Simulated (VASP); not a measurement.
Wanted: the native input for a VASP 6.6.1 run.

| Quantity | Value |
| --- | --- |
| Task | optical spectrum |
| Functional | PBEsol |
| Potentials or basis | VASP PAW PBE potentials, release 64 (Te, Mo_sv) |
| Cutoff | 520 eV |
| k mesh | 3 × 6 × 2 |
| Occupations | gaussian, width 0.02 eV |
| Spin | no spin polarisation |
| Further INCAR settings | ALGO = Fast; EDIFF = 1e-07; NBANDS = 84 |

The structure of Te2Mo lies in POSCAR:

```
Te2Mo
1.0
    6.3300000000      0.0000000000      0.0000000000
    0.0000000000      3.4690000000      0.0000000000
   -0.9467947088      0.0000000000     13.8276237937
Te Mo
8 4
Direct
    0.9437000000      0.7500000000      0.6045000000
    0.0563000000      0.2500000000      0.3955000000
    0.9030000000      0.2500000000      0.8514000000
    0.0970000000      0.7500000000      0.1486000000
    0.4112000000      0.7500000000      0.8955000000
    0.5888000000      0.2500000000      0.1045000000
    0.4432000000      0.2500000000      0.6484000000
    0.5568000000      0.7500000000      0.3516000000
    0.8167000000      0.7500000000      0.9926000000
    0.1833000000      0.2500000000      0.0074000000
    0.6819000000      0.2500000000      0.4934000000
    0.3181000000      0.7500000000      0.5066000000
```

These files were run (other wordings do the same):

INCAR

```
SYSTEM = Te2Mo
PREC = Accurate
ENCUT = 520
EDIFF = 1E-7
ISMEAR = 0
SIGMA = 0.02
LREAL = .False.
LASPH = .True.
NELM = 100
ALGO = Fast
ISIF = 2
LWAVE = .False.
LCHARG = .False.
GGA = PS
LOPTICS = .True.
NBANDS = 84
NEDOS = 1000
CSHIFT = 0.1
```

KPOINTS

```
Automatic mesh
0
Gamma
  3 6 2
  0 0 0
```

Potentials or basis: VASP PAW PBE potentials, release 64 (Te, Mo_sv).

Run with:

```sh
$ cat potpaw_PBE.64/Te/POTCAR potpaw_PBE.64/Mo_sv/POTCAR > POTCAR
$ mpirun -np 1 vasp_std > vasp.out
```

It gave:

| Property | Result |
| --- | --- |
| Pressure | -1.3 GPa |
| Largest force | 0.311 eV/Å |
| Band gap on the k mesh | none (metal or under the smearing width) |

Caveat: spectra need much finer meshes, so this one isn't converged; independent-particle spectra lack excitons; the intraband (Drude) part of a metal's response may be missing; the PAW data sets were made with another functional, which shifts forces and pressure a little.

Run time: 4.9 min on 1 thread of AMD EPYC 9R45 96-Core Processor (Zen 5), on a shared host, peak memory 0.76 GiB.
